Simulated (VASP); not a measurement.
Input of a VASP 6.6.1 run:

The input INCAR:

```
SYSTEM = Cu
ALGO = Fast
EDIFF = 1E-7
ENCUT = 520
GGA = PE
ISIF = 2
ISMEAR = 0
LASPH = .TRUE.
LCHARG = .FALSE.
LREAL = .FALSE.
LWAVE = .FALSE.
NELM = 60
PREC = Accurate
SIGMA = 0.1
```

KPOINTS

```
k-points
0
G
  12 12 12
  0 0 0
```

POSCAR

```
Cu
1.0
    0.0000000000      1.8075000000      1.8075000000
    1.8075000000      0.0000000000      1.8075000000
    1.8075000000      1.8075000000      0.0000000000
Cu
1
Direct
    0.0000000000      0.0000000000      0.0000000000
```

Potentials or basis: VASP PAW PBE potentials, release 64 (Cu).

Launch:

```bash
$ cat potpaw_PBE.64/Cu/POTCAR > POTCAR
$ mpirun -np 1 vasp_std > vasp.out
```

What does it give for the pressure?

2.0 GPa.

Predict the band gap on the k mesh.

none (metal or under the smearing width).
